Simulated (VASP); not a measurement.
## Cu under changes of volume

One of the cells (11.664 Å³/atom); the others are scaled copies at fixed shape and fractional positions:

```
Cu
1.0
     2.55088    0.00000    0.00000
    -1.27544    2.20913    0.00000
     0.00000    0.00000    4.13981
Cu
2
Direct
  0.66667 0.33333 0.75000
  0.33333 0.66667 0.25000
```

This isn't the form of Cu at room conditions, which is fcc.

* Program: VASP 6.6.1
* Functional: PBEsol
* Potentials or basis: VASP PAW PBE potentials, release 64 (Cu)
* Cutoff: 520 eV
* k mesh: 12 × 12 × 7
* Occupations: fermi-dirac, width 0.05 eV
* Spin: no spin polarisation

```csv
volume (Å³/atom),energy over the lowest point (meV/atom),pressure (GPa)
10.749,19.08,10.8
10.978,?,?
11.207,0.00,2.7
11.664,1.59,-3.7
11.893,8.71,-6.4
12.122,19.42,-8.7
```

Q: What does the run at 10.978 Å³/atom give?

A: Energy over the lowest point 6.64 meV/atom; pressure 6.5 GPa.

Worked out: A Birch-Murnaghan fit of order 3 (a polynomial in V^(-2/3)) to the other rows has its minimum at 11.39 Å³/atom with B0 = V·E''(V) = 163 GPa and B' = 5.0 at fixed shape and positions, which overstates the stiffness. It gives 6.63 meV/atom at 10.978 Å³/atom, against the run's 6.64, and -dE/dV = 6.6 GPa, against 6.5.

Energies are extrapolated to zero smearing.

Caveats: the PAW data sets were made with another functional, which shifts forces and pressure a little.
